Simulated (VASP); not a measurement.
All values below come from SCAN meta-GGA, VASP's PBE PAW potentials (set 64) (plane waves; VASP).

Input for VASP

File POSCAR:
```
InN
1.0
  1.7707735061  -3.0670697520   0.0000000000
  1.7707735061   3.0670697520   0.0000000000
  0.0000000000   0.0000000000   5.7127163886
In N
2 2
Cart
  1.7707735061  -1.0223586287   2.8556031440
  1.7707735061   1.0223586287   5.7119613383
  1.7707735061  -1.0223586287   5.0222327559
  1.7707735061   1.0223586287   2.1658745616
```

**INCAR**
```
LCHARG  =  .FALSE.
EDIFF  =  1E-6
LMAXMIX  =  4   ! l cut-off of mixed one-centre charges
SIGMA  =  0.1   ! width (eV)
ALGO  =  Normal   ! blocked Davidson
METAGGA  =  SCAN
LMIXTAU  =  .TRUE.
EDIFFG  =  -0.02   ! ionic stop
NSW  =  60
PREC  =  Accurate
ENCUT  =  520
NELM  =  100   ! most electronic steps
LREAL  =  .FALSE.   ! projection in real space or not
ISMEAR  =  1   ! Methfessel-Paxton
LASPH  =  .TRUE.   ! aspherical one-centre terms
IBRION  =  2   ! conjugate gradients
LWAVE  =  .FALSE.
SYSTEM  =  InN
ISIF  =  3
```

### KPOINTS
```
Automatic mesh
0
Gamma
9 9 5
0 0 0
```

POTCAR, in this order: In_d N (PBE.64 set). Program: vasp_std.

What VASP printed:

File OSZICAR:
```
       N       E                     dE             d eps       ncg     rms          rms(c)
DAV:   1     0.290183930034E+03    0.29018E+03   -0.19073E+04  1592   0.236E+03
DAV:   2    -0.488024312530E+02   -0.33899E+03   -0.33086E+03  1644   0.498E+02
DAV:   3    -0.964644826761E+02   -0.47662E+02   -0.46722E+02  2136   0.193E+02
DAV:   4    -0.982031230560E+02   -0.17386E+01   -0.17316E+01  1920   0.386E+01
DAV:   5    -0.982621909765E+02   -0.59068E-01   -0.59055E-01  2156   0.675E+00    0.134E+01
DAV:   6    -0.863201291474E+02    0.11942E+02   -0.21602E+01  2602   0.838E+01    0.129E+01
DAV:   7    -0.852055021114E+02    0.11146E+01   -0.28401E+00  2006   0.175E+01    0.482E+00
DAV:   8    -0.854829938783E+02   -0.27749E+00   -0.54718E-01  1632   0.658E+00    0.329E+00
DAV:   9    -0.853571741490E+02    0.12582E+00   -0.36385E-01  1832   0.693E+00    0.314E-01
DAV:  10    -0.855640635462E+02   -0.20689E+00   -0.19540E-01  1840   0.538E+00    0.528E-01
DAV:  11    -0.855693481861E+02   -0.52846E-02   -0.34930E-02  1920   0.263E+00    0.306E-01
DAV:  12    -0.855632267713E+02    0.61214E-02   -0.41029E-03  2356   0.999E-01    0.181E-01
DAV:  13    -0.855710119717E+02   -0.77852E-02   -0.21832E-03  1900   0.674E-01    0.761E-02
DAV:  14    -0.855766953717E+02   -0.56834E-02   -0.34214E-03  1584   0.757E-01    0.104E-01
DAV:  15    -0.855762481553E+02    0.44722E-03   -0.19925E-04  1644   0.181E-01    0.112E-01
DAV:  16    -0.855762512033E+02   -0.30479E-05   -0.47279E-06  2212   0.179E-02    0.126E-01
DAV:  17    -0.855766334053E+02   -0.38220E-03   -0.28459E-04  1884   0.253E-01    0.756E-02
DAV:  18    -0.855766242681E+02    0.91372E-05   -0.27536E-05  1620   0.583E-02    0.422E-02
DAV:  19    -0.855766303482E+02   -0.60802E-05   -0.28377E-05  1602   0.674E-02    0.379E-02
DAV:  20    -0.855766289349E+02    0.14133E-05   -0.25452E-07  1386   0.496E-03    0.365E-02
DAV:  21    -0.855766290161E+02   -0.81228E-07   -0.34702E-08   822   0.224E-03
   1 F= -.85576629E+02 E0= -.85576741E+02  d E =-.855766E+02
```

### OUTCAR
```
------------------------ aborting loop because EDIFF is reached ----------------------------------------
  FORCE on cell =-STRESS in cart. coord.  units (eV):
  Direction    XX          YY          ZZ          XY          YZ          ZX
  --------------------------------------------------------------------------------------
  Total       -0.0076856     -0.0076856      0.0413282      0.0000000      0.0000000     -0.0000000
  in kB       -0.1984395     -0.1984395      1.0670828      0.0000000      0.0000000     -0.0000000
  external PRESSURE =       0.2234013 kB  Pullay stress =       0.0000000 kB
  volume of cell :       62.05
      direct lattice vectors                 reciprocal lattice vectors
     1.770773506 -3.067069752  0.000000000     0.282362481 -0.163022051  0.000000000
     1.770773506  3.067069752  0.000000000     0.282362481  0.163022051  0.000000000
     0.000000000  0.000000000  5.712716389     0.000000000  0.000000000  0.175048074
 POSITION                                       TOTAL-FORCE (eV/Angst)
 -----------------------------------------------------------------------------------
      1.77077     -1.02236      2.85560        -0.000000     -0.000000     -0.005589
      1.77077      1.02236      5.71196        -0.000000      0.000000     -0.005589
      1.77077     -1.02236      5.02223         0.000000     -0.000000      0.005589
      1.77077      1.02236      2.16587        -0.000000      0.000000      0.005589
 -----------------------------------------------------------------------------------
    total drift:                               -0.000000      0.001481     -0.034894
  FREE ENERGIE OF THE ION-ELECTRON SYSTEM (eV)
  ---------------------------------------------------
  free  energy   TOTEN  =       -85.5766290161 eV

  energy  without entropy=      -85.5769650565  energy(sigma->0) =      -85.57674103

 reached required accuracy - stopping structural energy minimisation
```
(Selected blocks of OUTCAR.)

### OUTCAR
```
 val. band max:        6.2671522471   @ k =   0.0000   0.0000   0.0000

 cond. band min:       6.3010704046   @ k =   0.0000   0.0000   0.0000


 Fermi energy:         6.2771619461

 k-point     1 :       0.0000    0.0000    0.0000
  band No.  band energies     occupation
      1      -9.2801      2.00000
      2      -9.1754      2.00000
      3      -7.4909      2.00000
      4      -7.4700      2.00000
      5      -7.4697      2.00000
      6      -7.3897      2.00000
      7      -7.3894      2.00000
      8      -7.1421      2.00000
      9      -7.1420      2.00000
     10      -6.9965      2.00000
     11      -6.9965      2.00000
     12      -5.4940      2.00000
     13       0.4074      2.00000
     14       5.3597      2.00000
     15       5.3597      2.00000
     16       6.1983      1.97422
     17       6.2671      1.16906
     18       6.2672      1.16848
     19       6.3011      0.60788
     20       9.4202      0.00000
     21      13.6761      0.00000
     22      15.8838      0.00000

 k-point     2 :       0.1111    0.0000    0.0000
  band No.  band energies     occupation
      1      -9.2764      2.00000
      2      -9.1678      2.00000
      3      -7.4738      2.00000
      4      -7.4465      2.00000
      5      -7.3756      2.00000
      6      -7.3575      2.00000
      7      -7.3497      2.00000
      8      -7.1543      2.00000
      9      -7.1429      2.00000
     10      -7.0198      2.00000
     11      -6.9926      2.00000
     12      -5.4162      2.00000
     13       0.5478      2.00000
     14       4.6259      2.00000
     15       5.0446      2.00000
     16       5.1561      2.00000
     17       6.1330      2.06028
     18       6.1662      2.06613
     19       7.4886     -0.00000
     20      10.0587      0.00000
     21      13.5841      0.00000
     22      14.9199      0.00000

 k-point     3 :       0.2222    0.0000    0.0000
  band No.  band energies     occupation
      1      -9.2742      2.00000
...
```

Unless said otherwise, spin-orbit coupling is left out, though it shifts the bands of the heavy elements here.

The compound is InN in the wurtzite structure. It was relaxed first. The start is the result of an earlier pass.
